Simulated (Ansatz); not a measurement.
The calculation used DFT PBE, scalar-relativistic, plane waves, PAW in Ansatz. Settings: cutoff 420 eV, Γ-centred meshes spaced at most about 0.3 Å⁻¹, and about 0.25 Å⁻¹ or finer for metals (2π included), Gaussian smearing. Spin is collinear.

These are static total energies at zero pressure.

Question: Order these relaxed structures of Gd6N by energy, lowest first, with the energy over the lowest of them.
A.
(parallel moments up to 7.2 μB)
Space group P-3m1 (No. 164). a = 3.586 Å, b = 3.586 Å, c = 17.810 Å, α = 90.00°, β = 90.00°, γ = 120.00°
```json
{"atom": "Gd", "site": "2d", "symmetry": "3m.", "x": "0.3333", "y": "0.6667", "z": "0.4175"}
{"atom": "Gd", "site": "2d", "symmetry": "3m.", "x": "0.6667", "y": "0.3333", "z": "0.9239"}
{"atom": "Gd", "site": "2d", "symmetry": "3m.", "x": "0.6667", "y": "0.3333", "z": "0.2546"}
{"atom": "N", "site": "1a", "symmetry": "-3m.", "x": "0.0000", "y": "0.0000", "z": "0.0000"}
```

B.
(parallel moments up to 7.0 μB)
Space group R-3:H (No. 148). a = 6.316 Å, b = 6.316 Å, c = 17.620 Å, α = 90.00°, β = 90.00°, γ = 120.00°
| atom | site | symmetry | x | y | z |
| --- | --- | --- | --- | --- | --- |
| Gd | 18f | 1 | 0.6679 | 0.0167 | 0.2535 |
| N | 3a | -3. | 0.0000 | 0.0000 | 0.0000 |

Answer: A (0 meV/atom), B (12 meV/atom). Counting Gd atoms around N (those within 1.25 times the shortest such distance or 1.15 times the sum of covalent radii): A has N 6; B has N 6. Both come from invented guesses.

For metals, differences of a few meV/atom aren't resolved. The 4f shell of Gd is treated without a Hubbard U, which places its levels poorly. The magnetic state reached may not be the lowest. Cells relaxed within their symmetry can be saddle points. Some candidate types were left out of the draw beforehand, so a known form may be missing.
